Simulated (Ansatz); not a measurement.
# C (P6_3/mmc) in Ansatz: relaxation of cell and atoms with RPBE+D3(BJ)

Aim: the relaxation of cell and atoms of C with RPBE+D3(BJ).

The COD entry that gives the cell may itself be a prediction, so a difference from it is no test against experiment.

Everything below comes from runs of Ansatz 0.2.0. Logs are shortened: lines on timing, memory, paths and dates and some standing lists are left out, and cuts for length are marked.

## Step 1: Starting point

The structure is hexagonal, space group P6_3/mmc (No. 194). Conventional cell: a = 2.522 Å, b = 2.522 Å, c = 8.237 Å, α = 90.00°, β = 90.00°, γ = 120.00°. C (site symmetry 3m) has 4 C at 1.54 Å as nearest neighbours. C (site symmetry 3m) has 4 C at 1.54 Å as nearest neighbours.

This is a hexagonal form of diamond, not graphite.

## Step 2: Relaxation of cell and atoms, RPBE+D3(BJ)

input.yaml reads:

```yaml
crystal:
  lattice:
    - [2.5221, 0.0, 0.0]
    - [-1.26105, 2.1842026709, 0.0]
    - [0.0, 0.0, 8.2371]
  atoms:
    - { symbol: C, position: [0.6666666667, 0.3333333333, 0.84375] }
    - { symbol: C, position: [0.3333333333, 0.6666666667, 0.34375] }
    - { symbol: C, position: [0.6666666667, 0.3333333333, 0.65625] }
    - { symbol: C, position: [0.3333333333, 0.6666666667, 0.15625] }
    - { symbol: C, position: [0.0, 0.0, 0.90625] }
    - { symbol: C, position: [0.0, 0.0, 0.40625] }
    - { symbol: C, position: [0.0, 0.0, 0.59375] }
    - { symbol: C, position: [0.0, 0.0, 0.09375] }
hamiltonian:
  xc: rpbe
  pseudopotentials: { kind: paw }
  dispersion: d3bj
kpoints:
  mp_grid: { grid: [12, 12, 4] }
scf:
  occupations: { method: fermi_dirac, width: 0.05 }
output:
  forces: true
  stress: true
  write_density: true
  write_potential: true
  elf: true
  volumetric_format: npy
relax:
  f_tol: 0.01
  max_steps: 40
  cell: { stress_tol: 0.05 }
```

Potentials or basis: Ansatz PAW.

On the command line:

```bash
$ ansatz run input.yaml --threads 2 --pin off --max-ram 5120MiB --backend cpu --events-out ev --progress --plain --runs-dir out
```

Output:

```text
Warning: RAYON_NUM_THREADS=2 ignored (pool sized by the plan → 2); use --threads N
Engine: ansatz 0.2.0, aarch64-unknown-linux-gnu
Pseudopotentials: kind: paw
Pseudopotential: C, paw, valence charge 4, recommended cutoff 420 eV (normal), C.paw.azcp
Functional definition: RPBE
  parameter kappa = 0.804
  parameter beta = 0.06672455060314922
  exchange = rpbe_x(kappa = kappa, mu = beta*pi^2/3)
  correlation = pbe_c(beta = beta)
Crystal: 8 atoms, lattice volume = 45.376 Å³
Basis set: ecut = 420 eV, 909 PW (Γ), exchange–correlation on 36×36×120 points (8 copies of the dense FFT grid, shifted against one another)
Bands: 24, of which v1, the nominal top of the filled ones, is band 16 counted from 1 (15 counted from 0)
Symmetry: 24 space group operations
Space group: P63/mmc (ITA 194), of the structure as read, at distance tolerance 3.6e-5 Å
k-points: 57 of 576
Non-local potential: C, projectors of the file, l = 0: 2, l = 1: 2, l = 2: 1
PAW form: soft (Blöchl's): semilocal exchange-correlation on the pseudo side does not see the compensation charge
PAW frozen core: C, regenerated for the run's functional, and the local potential with it (the file was generated under x = pbe(κ = 0.804, μ = 0.2195149727645171), c = pbe(β = 0.06672455060314922))
PAW one-centre angular grid: C, 110 points (default); XC on 64 Gauss nodes
Initial density: superposition of atomic densities (neutral atoms: chi_scale 0, normalization atom), corrected by the library's trained network
Initial wavefunctions: pseudopotential atomic-orbital guess
Functional: x = rpbe, c = pbe(β = 0.06672455060314922)
SCF iter   1: F=—  HF=-2020.947464 eV  |F-HF|=—  |Δ(HF+E_count)|=         —  Δρ=5.22e-3  dr2=5.16e-3  ethr=1.77e-3  ⟨swp⟩=5.8  Hψ=6580  notcnv=0  defer=19
preconditioner: auto → none  [insulator: Δε(μ)=4.416 eV  Ē_g=17.079 eV  σ=0.050 eV  W_gap=1.00  n_scr=6 (ndim 8)  ℏωp=31.2 eV  f_vac=0.000  D(μ)=0.00/eV (n_scr^D=0)  ε∞_Penn≈4.3]
SCF iter   2: F=—  HF=-2020.947005 eV  |F-HF|=—  |Δ(HF+E_count)|=   4.59e-4  Δρ=2.34e-3  dr2=7.59e-4  ethr=1.61e-5  ⟨swp⟩=2.6  Hψ=2736  notcnv=0  defer=56
SCF iter   3: F=—  HF=-2020.947318 eV  |F-HF|=—  |Δ(HF+E_count)|=   3.13e-4  Δρ=5.69e-4  dr2=8.16e-5  ethr=2.37e-6  ⟨swp⟩=2.4  Hψ=2071  notcnv=0  defer=56
SCF iter   4: F=—  HF=-2020.947368 eV  |F-HF|=—  |Δ(HF+E_count)|=   5.06e-5  Δρ=1.15e-4  dr2=2.76e-6  ethr=2.55e-7  ⟨swp⟩=2.1  Hψ=1860  notcnv=0  defer=56
iter 5 did not close the SCF: its close was put off for the readings that it lacked (scf_convergence_deferred on its scf_iter line)
SCF iter   5: F=-2020.947371 eV  HF=-2020.947371 eV  |F-HF|=3.73e-8  |Δ(HF+E_count)|=   2.93e-6  Δρ=1.34e-5  dr2=4.18e-8  ethr=8.63e-9  ⟨swp⟩=2.2  Hψ=2054  notcnv=0  defer=56
SCF iter   6: F=-2020.947371 eV  HF=-2020.947371 eV  |F-HF|=3.35e-9  |Δ(HF+E_count)|=   4.78e-8  Δρ=2.64e-6  dr2=1.22e-9  ethr=1.31e-10  ⟨swp⟩=5.6  Hψ=7174  notcnv=0
SCF 1 converged in 6 iterations: F = -2020.947371 eV  dr2 = 1.22e-9
relax step   1: F+E_penalty+E_count = -2020.94737105 eV  Δ(F+E_penalty+E_count) = +0.000e0 eV  max|allowed force component| = 3.367e-1 eV/Å  Δτ_max = 0.0000 Å  P = -10.161 GPa  Ω = 45.376 Å³  (6 SCF iters, dr2 threshold 1.00e-7 eV, accepted)
Crystal: 8 atoms, lattice volume = 44.732 Å³
Basis set: ecut = 420 eV, 873 PW (Γ), exchange–correlation on 36×36×120 points (8 copies of the dense FFT grid, shifted against one another)
Initial density: handed on by an earlier stage of this run
Initial wavefunctions: those handed on with the density
iter 1 solved again at ethr=2.11e-5 eV; its pass at ethr=3.10e-3 eV (dr2=6.76e-3 eV) is discarded
[... 103 lines left out ...]
E sigma→0 (E₀):  -2021.001112 eV
Fermi energy:    16.273693 eV
--- Per-component energies (eV) ---
  E_band       = 150.493793
  E_kinetic    = 744.129629
  E_local      = -479.095992  (includes V_loc(G=0)·N_el)
  E_nonlocal   = 209.758907
  E_hartree    = 106.430807
  E_xc         = -392.276191
  E_vxc        = -486.719468  (∫ρ·V_xc dr)
  E_paw        = -803.213202  (= ΣΔE_a)
  E_vpaw       = -50.440961  (= ΣTr[D̂ρ^β])
  E_aug_tail   = 0.000064  (compensation charges beyond the density's cutoff)
  E_ewald      = -1401.827563
  E_disp       = -4.789055  (pairwise vdW)
  E_core_change = -0.118515  (= ΣΔE_core)
  E_smearing   = -0.000000  (= −TS)
  E_closure    = -0.000000  (closes the sum)
  Σ components = -2021.001112   (vs F -2021.001112, Δ=0.00e0)
--- Forces (eV/Å), atoms counted from 1 ---
  atom   1  C      0.00000000    -0.00000000     0.00005376
  atom   2  C     -0.00000000     0.00000000     0.00005376
  atom   3  C      0.00000000    -0.00000000    -0.00005376
  atom   4  C     -0.00000000     0.00000000    -0.00005376
  atom   5  C      0.00000000     0.00000000     0.00003665
  atom   6  C      0.00000000    -0.00000000     0.00003665
  atom   7  C     -0.00000000     0.00000000    -0.00003665
  atom   8  C     -0.00000000    -0.00000000    -0.00003665
  max |Σ_I F_I| component: 1.94e-16 eV/Å
--- Stress (GPa, compression-positive) ---
       -0.007726       0.000000       0.000000
        0.000000      -0.007726       0.000000
        0.000000       0.000000      -0.006390
  P = ⅓ Tr σ = -0.0073 GPa (-0.073 kbar)
--- Band table (eV; the first three rows and the last of 57) ---
  k-point 0: bands = ["-8.0210", "-6.3481", "-6.2472", "-2.2274", "0.1802", "6.9999", "7.0879", "10.9891", "10.9891", "12.1138", "12.1138", "12.2314", "12.2314", "13.7622", "14.0133", "14.0133", "19.3729", "19.3729", "19.5674", "21.2279", "21.2279", "21.8110", "22.0689", "22.0689"]
  k-point 1: bands = ["-7.9124", "-7.0485", "-5.3467", "-3.0012", "1.1366", "4.9067", "9.2217", "11.0677", "11.0677", "11.6742", "11.6742", "12.7526", "12.7526", "13.0189", "13.8200", "13.8200", "19.6000", "19.6000", "20.0091", "20.8266", "20.8266", "21.5202", "22.3672", "22.3672"]
  k-point 2: bands = ["-7.5873", "-7.5873", "-4.2209", "-4.2209", "2.8980", "2.8980", "11.2997", "11.2997", "11.2997", "11.2997", "11.3043", "11.3043", "13.3404", "13.3404", "13.3404", "13.3404", "20.1634", "20.1634", "20.1634", "20.1634", "20.8385", "20.8385", "22.6420", "22.6420"]
  k-point 56: bands = ["-0.4825", "-0.4825", "-0.2613", "-0.2613", "2.0250", "2.0250", "2.7888", "2.7888", "4.4166", "4.4166", "5.2250", "5.2250", "8.4340", "8.4340", "8.7730", "8.7730", "19.1823", "19.1823", "23.9522", "23.9522", "24.9704", "24.9704", "25.9083", "25.9083"]
--- Relaxed structure (6 steps of the walk, 6 accepted, 2 SCFs on fresh bases) ---
  F+E_penalty+E_count = -2021.00111183 eV   max|allowed force component| = 5.376e-5 eV/Å   (the final SCF, on the basis selected at the relaxed cell)
  cell:  # Å, volume = 44.3142 Å³
    - [2.4940871595598018, 0.0, 0.0]
    - [-1.2470435797799009, 2.159942839431361, 0.0]
    - [0.0, 0.0, 8.225999339577339]
  atoms:
    - { symbol: C, position: [0.6666666666666667, 0.3333333333333333, 0.8444093649197839] }
    - { symbol: C, position: [0.3333333333333333, 0.6666666666666667, 0.3444093649197838] }
    - { symbol: C, position: [0.6666666666666667, 0.3333333333333333, 0.6555906350802163] }
    - { symbol: C, position: [0.3333333333333333, 0.6666666666666667, 0.15559063508021637] }
    - { symbol: C, position: [1.3436754593963795e-33, 2.7159867274102872e-33, 0.9070547580019891] }
    - { symbol: C, position: [-3.2627917980114125e-33, -4.279263497803358e-33, 0.40705475800198904] }
    - { symbol: C, position: [1.3020841848869284e-33, 2.7600744389137347e-33, 0.5929452419980111] }
    - { symbol: C, position: [-3.0618489182431503e-33, -4.271915545886117e-33, 0.09294524199801109] }
```

It took 11 s on 2 threads of Arm Neoverse V2, shared host; peak memory 0.33 GiB.

What came out:

| Property | Result |
| --- | --- |
| Free energy | -2021.0011 eV |
| Relaxed volume | 5.54 Å³/atom |
| Relaxed cell | a = 2.494 Å, b = 2.494 Å, c = 8.226 Å, α = 90.00°, β = 90.00°, γ = 120.00° |
| Space group after relaxing (to 0.05 Å) | P6_3/mmc (No. 194) |
| Energy gained by relaxing | 6.7 meV/atom |
| Ionic steps | 8 |
| Pressure after relaxing | 0.0 GPa |
| Band gap on the k mesh | 4.60 eV, indirect (least direct gap 5.36 eV) |

The path:
| step | energy change (eV) | largest force (eV/Å) | volume (Å³) |
| --- | --- | --- | --- |
| 1 | 0.0000 | 0.3367 | 45.38 |
| 2 | -0.0463 | 0.3528 | 44.73 |
| 3 | -0.0582 | 0.1109 | 44.36 |
| 4 | -0.0589 | 0.0100 | 44.33 |
| 5 | -0.0589 | 0.0005 | 44.33 |
| 6 | -0.0538 | 0.0012 | 44.33 |
| 7 | -0.0539 | 0.0000 | 44.31 |
| 8 | -0.0537 | 0.0001 | 44.31 |

Final structure:
```xyz
8
Lattice="2.4941 0.0000 0.0000 -1.2470 2.1599 0.0000 0.0000 0.0000 8.2260" Properties=species:S:1:pos:R:3 pbc="T T T"
C     1.2470    0.7200    6.9461
C     0.0000    1.4400    2.8331
C     1.2470    0.7200    5.3929
C     0.0000    1.4400    1.2799
C     0.0000    0.0000    7.4614
C     0.0000    0.0000    3.3484
C     0.0000    0.0000    4.8776
C     0.0000    0.0000    0.7646
```

Caveat: the plane-wave basis is chosen anew once the cell has moved, so the energies of steps on either side of that aren't comparable; the pressure holds a Pulay correction of +0.9 GPa for the finite cutoff; the PAW data sets come from PBE, with cores solved anew for the run's functional, which leaves a small shift of forces and pressure.
